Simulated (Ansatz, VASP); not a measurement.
# One calculation of SiC, two programs

```
Si C
1.0
     2.16449    2.16449    0.00000
    -2.16449    2.16449    0.00000
     0.00000    2.16449    2.16449
Si C
1 1
Direct
  0.00000 0.00000 0.00000
  0.75000 0.25000 0.50000
```

Change from the starting cell: unstrained.

Alike in both runs: task single point; functional LDA; k mesh 10 × 10 × 10; no spin polarisation.

|  | VASP | Ansatz |
| --- | --- | --- |
| version | VASP 6.6.1 | Ansatz 0.2.0 |
| potentials or method | VASP PAW LDA potentials, release 64 (Si, C), cutoff 520 eV | all-electron LAPW, scalar-relativistic |
| occupations | gaussian, width 0.01 eV | fixed |

```tsv
	VASP	Ansatz	Ansatz less VASP
gap on the k mesh at the Fermi level (eV)	1.29	1.30	+0.013
pressure (GPa)	0.4	0.0	-0.44
```

Ansatz ran all-electron here, so the differences hold the error of VASP's frozen core and of both bases.

A k mesh can miss the band edges.
